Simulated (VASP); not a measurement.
# TaC (I4/mmm) in VASP: further runs, part 2 of 2

VASP 6.6.1. Earlier steps stand in the parts before.

**4. Single point, PBE (strain -0.0050 x Voigt [1, 0, 0, 0, 0, 0], atoms carried along)**

The input, INCAR:

```
PREC = Accurate ; ENCUT = 520
EDIFF = 1E-6 ; ISMEAR = 0
SIGMA = 0.15 ; LREAL = False
LASPH = True ; NELM = 100
ALGO = Fast ; ISIF = 2
LWAVE = False ; LCHARG = True
GGA = PE ; LELF = True
LVHAR = True ; NBANDS = 14
```

The input, KPOINTS:

```
Automatic mesh
0
Gamma
  18 18 18
```

The input, POSCAR:

```
TaC
1.0
    0.0000000000      2.2270000000      2.2270000000
    2.2158650000      0.0000000000      2.2270000000
    2.2158650000      2.2270000000      0.0000000000
Ta C
1 1
Direct
    0.0000000000      0.0000000000      0.0000000000
    0.5000000000      0.5000000000      0.5000000000
```

Potentials or basis: VASP PAW PBE potentials, release 64 (Ta_pv, C).

Launch:

```
$ cat potpaw_PBE.64/Ta_pv/POTCAR potpaw_PBE.64/C/POTCAR > POTCAR
$ mpirun -np 1 vasp_std > vasp.out
```

OUTCAR:

```text
PREC = Accurate
   ENCUT = 520
   EDIFF = 1E-6
   ISMEAR = 0
   LREAL = False
   LASPH = True
   NELM = 100
   ISIF = 2
   GGA = PE

 ion  position               nearest neighbor table
   1  0.000  0.000  0.000-   2 2.22   2 2.22   2 2.23   2 2.23   2 2.23   2 2.23
   2  0.500  0.500  0.500-   1 2.22   1 2.22   1 2.23   1 2.23   1 2.23   1 2.23

  LATTYP: Found a body centered tetragonal cell.
 ALAT       =     3.1494536034
 C/A-ratio  =     1.4071424946

  Lattice vectors:

 A1 = (  -2.2158650000,   0.0000000000,  -2.2270000000)
 A2 = (  -2.2158650000,   0.0000000000,   2.2270000000)
 A3 = (   2.2158650000,   2.2270000000,   0.0000000000)

Analysis of symmetry for initial positions (statically):
=====================================================================
 Subroutine PRICEL returns:
 Original cell was already a primitive cell.

 Routine SETGRP: Setting up the symmetry group for a
 body centered tetragonal supercell.

 Subroutine GETGRP returns: Found 16 space group operations
 (whereof 16 operations were pure point group operations)
 out of a pool of 16 trial point group operations.

The static configuration has the point symmetry D_4h.

Analysis of symmetry for dynamics (positions and initial velocities):
=====================================================================
 Subroutine PRICEL returns:
 Original cell was already a primitive cell.

 Routine SETGRP: Setting up the symmetry group for a
 body centered tetragonal supercell.

 Subroutine GETGRP returns: Found 16 space group operations
 (whereof 16 operations were pure point group operations)
 out of a pool of 16 trial point group operations.

The dynamic configuration has the point symmetry D_4h.

 Subroutine INISYM returns: Found 16 space group operations
 (whereof 16 operations are pure point group operations),
 and found     1 'primitive' translations

----------------------------------------------------------------------------------------

                                     Primitive cell

  volume of cell :      21.9793

  direct lattice vectors                    reciprocal lattice vectors
     0.000000000  2.227000000  2.227000000    -0.225645515  0.224517288  0.224517288
     2.215865000  0.000000000  2.227000000     0.225645515 -0.224517288  0.224517288
     2.215865000  2.227000000  0.000000000     0.225645515  0.224517288 -0.224517288

  length of vectors
     3.149453603  3.141589836  3.141589836     0.389527821  0.389527821  0.389527821

  position of ions in fractional coordinates (direct lattice)
     0.000000000  0.000000000  0.000000000
     0.500000000  0.500000000  0.500000000

  ion indices of the primitive-cell ions
   primitive index   ion index
                 1           1
                 2           2

----------------------------------------------------------------------------------------

 KPOINTS: Automatic mesh

Automatic generation of k-mesh.
 Grid dimensions read from file:
 generate k-points for:   18   18   18

 Generating k-lattice:

  Cartesian coordinates                     Fractional coordinates (reciprocal lattice)
    -0.012535862  0.012473183  0.012473183     0.055555556 -0.000000000 -0.000000000
     0.012535862 -0.012473183  0.012473183     0.000000000  0.055555556  0.000000000
     0.012535862  0.012473183 -0.012473183     0.000000000  0.000000000  0.055555556
[... 42 lines left out ...]
   dimension x,y,z NGX =    24 NGY =   24 NGZ =   24
   dimension x,y,z NGXF=    48 NGYF=   48 NGZF=   48
   ions per type =               1   1
   NGX,Y,Z   is equivalent  to a cutoff of  12.67, 12.70, 12.70 a.u.
   NGXF,Y,Z  is equivalent  to a cutoff of  25.34, 25.40, 25.40 a.u.
 SYSTEM =  unknown system
   PREC   = accura    normal or accurate (medium, high low for compatibility)
   ISTART =      0    job   : 0-new  1-cont  2-samecut
   ICHARG =      2    charge: 1-file 2-atom 10-const
   ISPIN  =      1    spin polarized calculation?
   LNONCOLLINEAR =      F non collinear calculations
   LSORBIT =      F    spin-orbit coupling
   LASPH  =      T    aspherical Exc in radial PAW
   ENCUT  =  520.0 eV  38.22 Ry    6.18 a.u.   5.86  5.84  5.84*2*pi/ulx,y,z
   NELM   =    100;   NELMIN=  2; NELMDL= -5     # of ELM steps
   EDIFF  = 0.1E-05   stopping-criterion for ELM
   LREAL  =      F    real-space projection
   EDIFFG = 0.1E-04   stopping-criterion for IOM
   NSW    =      0    number of steps for IOM
   IBRION =     -1    ionic relax: 0-MD 1-quasi-New 2-CG
   NFREE  =      0    steps in history (QN), initial steepest desc. (CG)
   ISIF   =      2    stress and relaxation
   ISYM   =      2    0-nonsym 1-usesym 2-fastsym
   POTIM  = 0.5000    time-step for ionic-motion
   TEBEG  =    0.0;   TEEND  =   0.0 temperature during run
   PSTRESS=    0.0 pullay stress
   NELECT =      15.0000    total number of electrons
   NUPDOWN=      -1.0000    fix difference up-down
   EMIN   =  10.00;   EMAX   =-10.00  energy-range for DOS
   EFERMI =   0.00;   METHOD = LEGACY
   ISMEAR =     0;   SIGMA  =   0.15  broadening in eV -4-tet -1-fermi 0-gaus
   EFERMI_NEDOS =   21; number of points for ismear=-14 and -15
   IALGO  =     68    algorithm
   IMIX   =      4    mixing-type and parameters
     AMIX     =   0.40;   BMIX     =  1.00
     AMIX_MAG =   1.60;   BMIX_MAG =  1.00
  volume/ion in A,a.u.               =      10.99        74.16
  Fermi-wavevector in a.u.,A,eV,Ry     =   1.441343  2.723743 28.265690  2.077470
  Thomas-Fermi vector in A             =   2.559986
   LORBIT       =      0    0 simple, 1 ext, 2 COOP (PROOUT), +10 PAW based schemes
   GGA     = PE    functional components
   LHFCALC =     F    Hartree Fock is set to
   AEXX    =    0.0000 exact exchange contribution
   IVDW    =     0    specifies the selected vdW correction
   LEPSILON=     F    determine dielectric tensor
   LRPA    =     F    only Hartree local field effects (RPA)
 non-spin polarized calculation
 RMM-DIIS sequential band-by-band and
 Gauss-broadening in eV      SIGMA  =   0.15
  energy-cutoff  :      520.00
  volume of cell :       21.98
 maximum number of plane-waves:       608
   NGX = 11   NGY = 11   NGZ = 11

 number of electron      15.0000001 magnetization

 Free energy of the ion-electron system (eV)
  ---------------------------------------------------
  ext. energy  EPLUGINS =         0.00000000
  ---------------------------------------------------
  free energy    TOTEN  =       -22.19172551 eV

  energy without entropy =      -22.18198059  energy(sigma->0) =      -22.18685305

 E-fermi :   8.4485     XC(G=0): -13.2335

 val. band max:        8.4465666847   @ k =   0.3333  -0.3889   0.0556
 cond. band min:       8.4515070614   @ k =   0.3889  -0.4444   0.1667
 fundamental gap:      0.0049403767
 Fermi energy:         8.4484593888

 k-point     1 :       0.0000    0.0000    0.0000
  band No.  band energies     occupation
      1     -26.5985      2.00000
      2     -26.5985      2.00000
      3     -26.5938      2.00000
      4      -6.4045      2.00000
      5       7.0917      2.00000
      6       7.0917      2.00000
      7       7.1506      2.00000
      8       7.9628      2.00000
      9       7.9628      2.00000
     10       7.9916      1.99998
     11       9.0828      0.00000
     12       9.1482      0.00000
     13      15.1031      0.00000
     14      18.5116      0.00000
[... 377 lines left out ...]
      1     -26.9540      2.00000
      2     -26.6607      2.00000
      3     -26.6223      2.00000
      4      -4.8321      2.00000
      5       3.2714      2.00000
      6       4.2564      2.00000
      7       4.5442      2.00000
      8       8.4617      0.90090
      9       9.0825      0.00000
     10       9.7722      0.00000
     11      13.2336      0.00000
     12      14.8275      0.00000
     13      17.1845      0.00000
     14      21.4758      0.00000

 [... further k-points ...]

------------------------ aborting loop because EDIFF is reached ----------------------------------------

  FORCE on cell =-STRESS in cart. coord.  units (eV):
  Direction    XX          YY          ZZ          XY          YZ          ZX
  --------------------------------------------------------------------------------------
  -------------------------------------------------------------------------------------
  Total        1.2995500      0.8756577      0.8756577      0.0000000      0.0000000      0.0000000
  in kB       94.7305061     63.8309395     63.8309395      0.0000000      0.0000000      0.0000000
  external PRESSURE =      74.1307951 kB  Pullay stress =       0.0000000 kB

 VOLUME and BASIS-vectors are now :
 -----------------------------------------------------------------------------
  energy-cutoff  :      520.00
  volume of cell :       21.98
      direct lattice vectors                 reciprocal lattice vectors
     0.000000000  2.227000000  2.227000000    -0.225645515  0.224517288  0.224517288
     2.215865000  0.000000000  2.227000000     0.225645515 -0.224517288  0.224517288
     2.215865000  2.227000000  0.000000000     0.225645515  0.224517288 -0.224517288

 POSITION                                       TOTAL-FORCE (eV/Angst)
 -----------------------------------------------------------------------------------
      0.00000      0.00000      0.00000         0.000000     -0.000000      0.000000
      2.21586      2.22700      2.22700        -0.000000      0.000000     -0.000000
 -----------------------------------------------------------------------------------
    total drift:                                0.000000     -0.000000     -0.000000

  FREE ENERGIE OF THE ION-ELECTRON SYSTEM (eV)
  ---------------------------------------------------
  free  energy   TOTEN  =       -22.1917255118 eV

  energy  without entropy=      -22.1819805890  energy(sigma->0) =      -22.18685305
```

stdout:

```text
POSCAR found type information on POSCAR TaC
 POSCAR found :  2 types and       2 ions
 scaLAPACK will be used
 LDA part: xc-table for (Slater+PW92), standard interpolation
 POSCAR, INCAR and KPOINTS ok, starting setup
 FFT: planning ... GRIDC
 FFT: planning ... GRID_SOFT
 FFT: planning ... GRID
 WAVECAR not read
 entering main loop
WARNING in EDDRMM: call to ZHEGV failed, returncode =   8  4     14
WARNING in EDDRMM: call to ZHEGV failed, returncode =   6  3     14
```

It took 81 s on 1 thread of AMD EPYC 9R45 (Zen 5), shared host; peak memory 0.24 GiB.

What came out:

```yaml
Free_energy: -22.1917 eV
Pressure: 7.4 GPa
Band_gap_on_the_k_mesh: none (metal or under the smearing width)
```

**5. The runs side by side**

```tsv
cell	further INCAR settings	gap on the mesh (eV)	pressure (GPa)
strain +0.0050 x Voigt [1, 0, 0, 0, 0, 0], atoms carried along	ALGO = Fast; EDIFF = 1e-07; NBANDS = 14	none	3.9
strain -0.0100 x Voigt [1, 0, 0, 0, 0, 0], atoms carried along	ALGO = Fast; EDIFF = 1e-06; NBANDS = 14	none	9.3
strain -0.0050 x Voigt [1, 0, 0, 0, 0, 0], atoms carried along	ALGO = Fast; EDIFF = 1e-06; NBANDS = 14	none	7.4
```

Alike in all rows: task single point; level PBE; potentials or basis VASP PAW PBE potentials, release 64 (Ta_pv, C); no spin polarisation; k mesh 18 × 18 × 18; cutoff (eV) 520; smearing gaussian 0.15 eV.

Absolute energies hang on the potentials; compare differences alone.
